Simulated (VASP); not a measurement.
# Ru (Im-3m) in VASP: further runs

Aim: see how the results for Ru move with the level of theory and the settings. Levels: PBEsol, RPBE. Tasks: single point, relaxation of cell and atoms.

Everything below comes from runs of VASP 6.6.1. Logs are shortened: lines on timing, memory, paths and dates and some standing lists are left out, and cuts for length are marked.

### 1 The structure

It takes space group Im-3m (No. 229, cubic). Conventional cell: a = 3.007 Å, b = 3.007 Å, c = 3.007 Å, α = 90.00°, β = 90.00°, γ = 90.00°. Ru (site symmetry m-3m) has 8 Ru at 2.60 Å as nearest neighbours.

This isn't the form of Ru at room conditions, which is hcp.

### 2 Single point, PBEsol

INCAR

```
SYSTEM = Ru
PREC = Accurate
ENCUT = 520
EDIFF = 1E-6
ISMEAR = 0
SIGMA = 0.1
LREAL = .False.
LASPH = .True.
NELM = 80
ALGO = Normal
ISIF = 2
LWAVE = .False.
LCHARG = .False.
GGA = PS
NBANDS = 13
```

KPOINTS

```
Automatic mesh
0
Gamma
  20 20 20
  0 0 0
```

POSCAR

```
Ru
1.0
   -1.5036946000      1.5036946000      1.5036946000
    1.5036946000     -1.5036946000      1.5036946000
    1.5036946000      1.5036946000     -1.5036946000
Ru
1
Direct
    0.0000000000      0.0000000000      0.0000000000
```

Potentials or basis: VASP PAW PBE potentials, release 64 (Ru_pv).

Run with:

```console
$ cat potpaw_PBE.64/Ru_pv/POTCAR > POTCAR
$ mpirun -np 1 vasp_std > vasp.out
```

OUTCAR:

```text
SYSTEM = Ru
   PREC = Accurate
   ENCUT = 520
   EDIFF = 1E-6
   ISMEAR = 0
   LREAL = .False.
   LASPH = .True.
   NELM = 80
   ISIF = 2
   GGA = PS

 ion  position               nearest neighbor table
   1  0.000  0.000  0.000-

  LATTYP: Found a body centered cubic cell.
 ALAT       =     3.0073892000

  Lattice vectors:

 A1 = (  -1.5036946000,   1.5036946000,   1.5036946000)
 A2 = (   1.5036946000,  -1.5036946000,   1.5036946000)
 A3 = (   1.5036946000,   1.5036946000,  -1.5036946000)

Analysis of symmetry for initial positions (statically):
=====================================================================
 Subroutine PRICEL returns:
 Original cell was already a primitive cell.

 Routine SETGRP: Setting up the symmetry group for a
 body centered cubic supercell.

 Subroutine GETGRP returns: Found 48 space group operations
 (whereof 48 operations were pure point group operations)
 out of a pool of 48 trial point group operations.

The static configuration has the point symmetry O_h .

Analysis of symmetry for dynamics (positions and initial velocities):
=====================================================================
 Subroutine PRICEL returns:
 Original cell was already a primitive cell.

 Routine SETGRP: Setting up the symmetry group for a
 body centered cubic supercell.

 Subroutine GETGRP returns: Found 48 space group operations
 (whereof 48 operations were pure point group operations)
 out of a pool of 48 trial point group operations.

The dynamic configuration has the point symmetry O_h .

 Subroutine INISYM returns: Found 48 space group operations
 (whereof 48 operations are pure point group operations),
 and found     1 'primitive' translations

----------------------------------------------------------------------------------------

                                     Primitive cell

  volume of cell :      13.6000

  direct lattice vectors                    reciprocal lattice vectors
    -1.503694600  1.503694600  1.503694600     0.000000000  0.332514328  0.332514328
     1.503694600 -1.503694600  1.503694600     0.332514328  0.000000000  0.332514328
     1.503694600  1.503694600 -1.503694600     0.332514328  0.332514328  0.000000000

  length of vectors
     2.604475446  2.604475446  2.604475446     0.470246273  0.470246273  0.470246273

  position of ions in fractional coordinates (direct lattice)
     0.000000000  0.000000000  0.000000000

  ion indices of the primitive-cell ions
   primitive index   ion index
                 1           1

----------------------------------------------------------------------------------------

 KPOINTS: Automatic mesh

Automatic generation of k-mesh.
 Grid dimensions read from file:
 generate k-points for:   20   20   20

 Generating k-lattice:

  Cartesian coordinates                     Fractional coordinates (reciprocal lattice)
     0.000000000  0.016625716  0.016625716     0.050000000  0.000000000  0.000000000
     0.016625716  0.000000000  0.016625716     0.000000000  0.050000000  0.000000000
     0.016625716  0.016625716  0.000000000     0.000000000  0.000000000  0.050000000

  Length of vectors
     0.023512314  0.023512314  0.023512314

  Shift w.r.t. Gamma in fractional coordinates (k-lattice)
     0.000000000  0.000000000  0.000000000

 Subroutine IBZKPT returns following result:
 ===========================================

 Found    256 irreducible k-points:

 Following reciprocal coordinates:
            Coordinates               Weight
  0.000000  0.000000  0.000000      1.000000
  0.050000  0.000000  0.000000     12.000000
  0.100000  0.000000  0.000000     12.000000
  0.150000  0.000000  0.000000     12.000000
  0.200000  0.000000  0.000000     12.000000
  0.250000  0.000000  0.000000     12.000000
[... 16 lines left out ...]
  0.200000  0.100000 -0.000000     48.000000
  0.250000  0.100000  0.000000     48.000000
 [... further k-points ...]
   k-points           NKPTS =    256   k-points in BZ     NKDIM =    256   number of bands    NBANDS=     13
   number of dos      NEDOS =    301   number of ions     NIONS =      1
   total plane-waves  NPLWV =   8000
   dimension x,y,z NGX =    20 NGY =   20 NGZ =   20
   dimension x,y,z NGXF=    40 NGYF=   40 NGZF=   40
   ions per type =               1
   NGX,Y,Z   is equivalent  to a cutoff of  12.77, 12.77, 12.77 a.u.
   NGXF,Y,Z  is equivalent  to a cutoff of  25.53, 25.53, 25.53 a.u.
 SYSTEM =  Ru
   PREC   = accura    normal or accurate (medium, high low for compatibility)
   ISTART =      0    job   : 0-new  1-cont  2-samecut
   ICHARG =      2    charge: 1-file 2-atom 10-const
   ISPIN  =      1    spin polarized calculation?
   LNONCOLLINEAR =      F non collinear calculations
   LSORBIT =      F    spin-orbit coupling
   LASPH  =      T    aspherical Exc in radial PAW
   ENCUT  =  520.0 eV  38.22 Ry    6.18 a.u.   4.84  4.84  4.84*2*pi/ulx,y,z
   NELM   =     80;   NELMIN=  2; NELMDL= -5     # of ELM steps
   EDIFF  = 0.1E-05   stopping-criterion for ELM
   LREAL  =      F    real-space projection
   EDIFFG = 0.1E-04   stopping-criterion for IOM
   NSW    =      0    number of steps for IOM
   IBRION =     -1    ionic relax: 0-MD 1-quasi-New 2-CG
   NFREE  =      0    steps in history (QN), initial steepest desc. (CG)
   ISIF   =      2    stress and relaxation
   ISYM   =      2    0-nonsym 1-usesym 2-fastsym
   POTIM  = 0.5000    time-step for ionic-motion
   TEBEG  =    0.0;   TEEND  =   0.0 temperature during run
   PSTRESS=    0.0 pullay stress
   NELECT =      14.0000    total number of electrons
   NUPDOWN=      -1.0000    fix difference up-down
   EMIN   =  10.00;   EMAX   =-10.00  energy-range for DOS
   EFERMI =   0.00;   METHOD = LEGACY
   ISMEAR =     0;   SIGMA  =   0.10  broadening in eV -4-tet -1-fermi 0-gaus
   EFERMI_NEDOS =   21; number of points for ismear=-14 and -15
   IALGO  =     38    algorithm
   IMIX   =      4    mixing-type and parameters
     AMIX     =   0.40;   BMIX     =  1.00
     AMIX_MAG =   1.60;   BMIX_MAG =  1.00
  volume/ion in A,a.u.               =      13.60        91.78
  Fermi-wavevector in a.u.,A,eV,Ry     =   1.652994  3.123705 37.176399  2.732388
  Thomas-Fermi vector in A             =   2.741508
   LORBIT       =      0    0 simple, 1 ext, 2 COOP (PROOUT), +10 PAW based schemes
   GGA     = PS    functional components
   LHFCALC =     F    Hartree Fock is set to
   AEXX    =    0.0000 exact exchange contribution
   IVDW    =     0    specifies the selected vdW correction
   LEPSILON=     F    determine dielectric tensor
   LRPA    =     F    only Hartree local field effects (RPA)
 non-spin polarized calculation
 Gauss-broadening in eV      SIGMA  =   0.10
  energy-cutoff  :      520.00
  volume of cell :       13.60
 maximum number of plane-waves:       378
   NGX =  9   NGY =  9   NGZ =  9

 number of electron      13.9999994 magnetization

 Free energy of the ion-electron system (eV)
  ---------------------------------------------------
  ext. energy  EPLUGINS =         0.00000000
  ---------------------------------------------------
  free energy    TOTEN  =        -9.50824891 eV

  energy without entropy =       -9.49802115  energy(sigma->0) =       -9.50313503

 E-fermi :  12.8268     XC(G=0): -14.2596

 val. band max:       12.8260445450   @ k =   0.4000   0.1500   0.0500
 cond. band min:      12.8312330728   @ k =   0.1500   0.0500   0.0000
 fundamental gap:      0.0051885278
 Fermi energy:        12.8268351837

 k-point     1 :       0.0000    0.0000    0.0000
  band No.  band energies     occupation
      1     -29.6881      2.00000
      2     -29.6881      2.00000
      3     -29.6881      2.00000
      4       4.6075      2.00000
      5       9.9133      2.00000
      6       9.9133      2.00000
      7       9.9133      2.00000
      8      12.7281      1.83732
      9      12.7281      1.83732
     10      23.1937      0.00000
     11      29.9575      0.00000
     12      29.9575      0.00000
     13      29.9575      0.00000

 k-point     2 :       0.0500    0.0000    0.0000
  band No.  band energies     occupation
      1     -29.7161      2.00000
      2     -29.6970      2.00000
      3     -29.6882      2.00000
      4       4.7214      2.00000
      5       9.8596      2.00000
      6       9.9099      2.00000
      7      10.0118      2.00000
      8      12.6549      1.98497
      9      12.7311      1.82427
     10      23.1937      0.00000
     11      30.0242      0.00000
     12      30.0974      0.00000
     13      30.1360      0.00000

 k-point     3 :       0.1000    0.0000    0.0000
  band No.  band energies     occupation
      1     -29.7968      2.00000
      2     -29.7228      2.00000
      3     -29.6885      2.00000
      4       5.0502      2.00000
      5       9.7070      2.00000
      6       9.8926      2.00000
      7      10.3035      2.00000
      8      12.4771      2.00000
      9      12.7421      1.76907
     10      23.1937      0.00000
     11      30.1751      0.00000
     12      30.4260      0.00000
     13      30.6601      0.00000
[... 305 lines left out ...]
 k-point    23 :       0.2000    0.1000   -0.0000
  band No.  band energies     occupation
      1     -30.2759      2.00000
      2     -29.8698      2.00000
      3     -29.7264      2.00000
      4       6.8806      2.00000
      5       8.9659      2.00000
      6       9.5800      2.00000
      7      12.0474      2.00000
      8      12.6970      1.93359
      9      13.0893      0.00021
     10      23.1931      0.00000
     11      29.4122      0.00000
     12      29.6319      0.00000
     13      33.2198      0.00000

 k-point    24 :       0.2500    0.1000    0.0000
  band No.  band energies     occupation
      1     -30.4211      2.00000
      2     -29.9325      2.00000
      3     -29.7288      2.00000
      4       7.0743      2.00000
      5       8.7007      2.00000
      6      10.0134      2.00000
      7      12.1859      2.00000
      8      13.1276      0.00002
      9      13.7225      0.00000
     10      23.1927      0.00000
     11      28.0104      0.00000
     12      28.7932      0.00000
     13      33.8401      0.00000

 [... further k-points ...]

------------------------ aborting loop because EDIFF is reached ----------------------------------------

  FORCE on cell =-STRESS in cart. coord.  units (eV):
  Direction    XX          YY          ZZ          XY          YZ          ZX
  --------------------------------------------------------------------------------------
  -------------------------------------------------------------------------------------
  Total        0.2938892      0.2938892      0.2938892      0.0000000     -0.0000000      0.0000000
  in kB       34.6222464     34.6222464     34.6222464      0.0000000     -0.0000000      0.0000000
  external PRESSURE =      34.6222464 kB  Pullay stress =       0.0000000 kB

 VOLUME and BASIS-vectors are now :
 -----------------------------------------------------------------------------
  energy-cutoff  :      520.00
  volume of cell :       13.60
      direct lattice vectors                 reciprocal lattice vectors
    -1.503694600  1.503694600  1.503694600     0.000000000  0.332514328  0.332514328
     1.503694600 -1.503694600  1.503694600     0.332514328  0.000000000  0.332514328
     1.503694600  1.503694600 -1.503694600     0.332514328  0.332514328  0.000000000

 POSITION                                       TOTAL-FORCE (eV/Angst)
 -----------------------------------------------------------------------------------
      0.00000      0.00000      0.00000         0.000000      0.000000      0.000000
 -----------------------------------------------------------------------------------
    total drift:                                0.000000     -0.000000      0.000000

  FREE ENERGIE OF THE ION-ELECTRON SYSTEM (eV)
  ---------------------------------------------------
  free  energy   TOTEN  =        -9.5082489124 eV

  energy  without entropy=       -9.4980211475  energy(sigma->0) =       -9.50313503
```

It took 18 s on 1 thread of Intel Xeon Platinum 8488C (Sapphire Rapids), shared host; peak memory 0.15 GiB.

What came out:

```yaml
Free_energy: -9.5082 eV
Pressure: 3.5 GPa
Band_gap_on_the_k_mesh: none (metal or under the smearing width)
```

Levels at points of the mesh, in eV from the Fermi level:
| k point | band 5 | band 6 | band 7 | band 8 | band 9 | band 10 |
| --- | --- | --- | --- | --- | --- | --- |
| (0.00, 0.00, 0.00) | -2.91 | -2.91 | -2.91 | -0.10 | -0.10 | 10.37 |
| (0.50, 0.00, 0.00) | -4.74 | -0.11 | 0.39 | 1.16 | 2.57 | 10.32 |
| (0.50, 0.50, 0.50) | -6.54 | 1.92 | 1.92 | 1.92 | 9.42 | 9.42 |

Caveat: the PAW data sets were made with another functional, which shifts forces and pressure a little.

### 3 Relaxation of cell and atoms, PBEsol

INCAR

```
SYSTEM = Ru
  PREC = Accurate
  ENCUT = 580
  EDIFF = 1E-7
  ISMEAR = 0
  SIGMA = 0.1
  LREAL = .FALSE.
  LASPH = .TRUE.
  NELM = 80
  ALGO = Normal
  ISIF = 3
  LWAVE = .FALSE.
  LCHARG = .FALSE.
  GGA = PS
  IBRION = 2
  NSW = 90
  EDIFFG = -0.005
```

KPOINTS

```
Automatic mesh
0
G
  20 20 20
  0 0 0
```

POSCAR is that of step 2.

Potentials or basis: VASP PAW PBE potentials, release 64 (Ru).

Run with:

```console
$ cat potpaw_PBE.64/Ru/POTCAR > POTCAR
$ mpirun -np 1 vasp_std > vasp.out
```

It took 29 s on 1 thread of Intel Xeon Platinum 8488C (Sapphire Rapids), shared host; peak memory 0.16 GiB.

It converged, with:

- Free energy: -9.5366 eV
- Relaxed volume: 13.66 Å³/atom
- Relaxed cell: a = 2.608 Å, b = 2.608 Å, c = 2.608 Å, α = 109.47°, β = 109.47°, γ = 109.47°
- Space group after relaxing (to 0.05 Å): Im-3m (No. 229)
- Energy gained by relaxing: 0.2 meV/atom
- Ionic steps: 3
- Pressure after relaxing: 0.0 GPa
- Band gap on the k mesh: none (metal or under the smearing width)

The path:
| step | energy change (eV) | largest force (eV/Å) | pressure (GPa) | volume (Å³) |
| --- | --- | --- | --- | --- |
| 1 | 0.0000 | 0.0000 | 1.30 | 13.60 |
| 2 | 0.0017 | 0.0000 | -3.67 | 13.82 |
| 3 | -0.0002 | 0.0000 | 0.01 | 13.66 |

Final structure:
```yaml
crystal:
  lattice:
    - [-1.50572, 1.50572, 1.50572]
    - [1.50572, -1.50572, 1.50572]
    - [1.50572, 1.50572, -1.50572]
  atoms:
    - { symbol: Ru, position: [0.00000, 0.00000, 0.00000] }
```

Levels at points of the mesh, in eV from the Fermi level:
```
           k point  band 1  band 2  band 3  band 4  band 5  band 6  band 7  band 8
(0.00, 0.00, 0.00)   -8.19   -2.89   -2.89   -2.89   -0.10   -0.10   17.15   17.15
(0.50, 0.00, 0.00)   -6.38   -4.71   -0.11    0.39    1.14    2.55   10.49   13.60
(0.50, 0.50, 0.50)   -6.49   -6.49    1.90    1.90    1.90    9.33    9.33    9.33
```

Caveat: the PAW data sets were made with another functional, which shifts forces and pressure a little.

### 4 Relaxation of cell and atoms, RPBE

INCAR, as its differences from that of step 3:

```diff
@@ -2,3 +2,3 @@
   PREC = Accurate
-  ENCUT = 580
+  ENCUT = 600
   EDIFF = 1E-7
@@ -13,3 +13,3 @@
   LCHARG = .FALSE.
-  GGA = PS
+  GGA = RP
   IBRION = 2
```

KPOINTS is that of step 3.

POSCAR is that of step 3.

Potentials or basis: VASP PAW PBE potentials, release 64 (Ru_pv).

Run with:

```console
$ cat potpaw_PBE.64/Ru_pv/POTCAR > POTCAR
$ mpirun -np 1 vasp_std > vasp.out
```

Run time: 2 min. Hardware: 1 thread of Intel Xeon Platinum 8488C (Sapphire Rapids), shared host; peak memory 0.19 GiB.

It converged, with:

```yaml
Free_energy: -7.9790 eV
Relaxed_volume: 14.45 Å³/atom
Relaxed_cell: a = 2.657 Å, b = 2.657 Å, c = 2.657 Å, α = 109.47°, β = 109.47°, γ = 109.47°
Space_group_after_relaxing_to_0.05_Å: Im-3m (No. 229)
Energy_gained_by_relaxing: 46.2 meV/atom
Ionic_steps: 16
Pressure_after_relaxing: 0.0 GPa
Band_gap_on_the_k_mesh: none (metal or under the smearing width)
```

The path:
```csv
step,energy change (eV),largest force (eV/Å),pressure (GPa),volume (Å³)
1,0.0000,0.0000,18.58,13.60
2,0.2135,0.0000,-28.28,16.95
3,-0.0460,0.0000,-1.00,14.50
4,-0.0462,0.0000,-0.09,14.45
5,-0.0462,0.0000,0.23,14.43
6,-0.0462,0.0000,0.22,14.43
7,-0.0462,0.0000,0.19,14.44
8,-0.0462,0.0000,0.19,14.44
9,-0.0462,0.0000,0.19,14.44
10,-0.0462,0.0000,0.19,14.44
11,-0.0462,0.0000,0.20,14.44
12,-0.0462,0.0000,0.20,14.44
13,-0.0462,0.0000,0.17,14.44
14,-0.0462,0.0000,0.15,14.44
15,-0.0462,0.0000,0.11,14.44
16,-0.0462,0.0000,0.02,14.45
```

Final structure:
```
Ru
1.0
    -1.53422    1.53422    1.53422
     1.53422   -1.53422    1.53422
     1.53422    1.53422   -1.53422
Ru
1
Cartesian
  0.0000 0.0000 0.0000
```

Levels at points of the mesh, in eV from the Fermi level:
| k point | band 4 | band 5 | band 6 | band 7 | band 8 | band 9 | band 10 | band 11 |
| --- | --- | --- | --- | --- | --- | --- | --- | --- |
| (0.00, 0.00, 0.00) | -7.73 | -2.66 | -2.66 | -2.66 | -0.08 | -0.08 | 10.69 | 17.12 |
| (0.50, 0.00, 0.00) | -5.88 | -4.32 | -0.10 | 0.35 | 1.18 | 2.29 | 9.84 | 10.69 |
| (0.50, 0.50, 0.50) | -5.94 | -5.94 | 1.71 | 1.71 | 1.71 | 9.17 | 9.17 | 9.17 |

Caveat: the PAW data sets were made with another functional, which shifts forces and pressure a little.

### 5 Overview

```tsv
task	level	potentials or basis	cell	cutoff (eV)	gap on the mesh (eV)	pressure (GPa)	relaxed volume (Å³/atom)
single point	PBEsol	VASP PAW PBE potentials, release 64 (Ru_pv)	as given	520	none	3.5	-
relaxation of cell and atoms	PBEsol	VASP PAW PBE potentials, release 64 (Ru)	relaxed	580	none	0.0	13.66
relaxation of cell and atoms	RPBE	VASP PAW PBE potentials, release 64 (Ru_pv)	relaxed	600	none	0.0	14.45
```

Alike in all rows: no spin polarisation; k mesh 20 × 20 × 20; smearing gaussian 0.1 eV.

Caveats: the PAW data sets were made with another functional, which shifts forces and pressure a little.

Total energies depend on the potentials used, so only differences within one code and one set of settings carry meaning.
